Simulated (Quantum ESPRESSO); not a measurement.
The system is V.

```
V
1.0
    -1.51435    1.51435    1.51435
     1.51435   -1.51435    1.51435
     1.51435    1.51435   -1.51435
V
1
Direct
  0.00000 0.00000 0.00000
```

* Program: Quantum ESPRESSO 7.5
* Task: phonons
* Functional: WC
* Potentials or basis: Ansatz NC SR PBE
* Cutoff: 1143 eV
* Density cutoff: 4572 eV
* k mesh: 8 × 8 × 8
* Occupations: methfessel-paxton, width 0.2 eV
* Spin: collinear spin, ferromagnetic start
* Starting moments: [2.0] μB
* Mixing beta: 0.3
* Most SCF iterations: 120
* SCF threshold: 2e-10 Ry

At P the frequencies are 220 220 220 cm⁻¹, at a pressure of -12.8 GPa.

Q: How do the modes respond when the cell is scaled evenly, at fixed shape?

A: The highest mode has a Grüneisen parameter of 2.43 and moves by +3.6 cm⁻¹ per GPa. None of the listed modes softens on compression. The pressures give a bulk modulus of about 147 GPa.

Frequencies at 99 % and 101 % of the volume (pressures -11.3 and -14.3 GPa), ions relaxed:
| mode | 99 % (cm⁻¹) | 101 % (cm⁻¹) | Grüneisen parameter |
| --- | --- | --- | --- |
| 1 | 224.9 | 214.2 | 2.43 |
| 2 | 224.9 | 214.2 | 2.43 |
| 3 | 224.9 | 214.2 | 2.43 |

Modes are matched by their order; those that don't vary smoothly over the three volumes are left out.

Caveat: the k mesh is coarse (spacing up to 0.37 Å⁻¹), so the values aren't converged; the mesh is thin for the phonons of a metal; the potentials were made for another functional, which shifts forces and pressure; the cell is more than 3 GPa from zero pressure, which shifts response properties.
